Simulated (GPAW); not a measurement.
Crystal: WC (Qusongite).

```xyz
2
Lattice="2.9065 0.0000 0.0000 -1.4532 2.5171 0.0000 0.0000 0.0000 2.8366" Properties=species:S:1:pos:R:3 pbc="T T T"
W     0.0000    0.0000    0.0000
C     1.4533    0.8390    1.4183
```

Base run:

| Item | Value |
| --- | --- |
| Program | GPAW 26.7.0 |
| Functional | PBE |
| Potentials or basis | GPAW PAW data sets (gpaw-data 1.2.1), other valence |
| Cutoff | 800 eV |
| Basis | pw |
| k mesh | 10 × 10 × 9 |
| Occupations | fermi-dirac, width 0.05 eV |
| Spin | no spin polarisation |

Its results: pressure 17.0 GPa.

**Question.** The run is repeated on the same cell with these changes: potentials or basis from GPAW PAW data sets (gpaw-data 1.2.1), other valence to GPAW PAW data sets (gpaw-data 1.2.1); valence electrons from 10 to 18. What comes out?

**Answer.** Pressure 5.4 GPa.
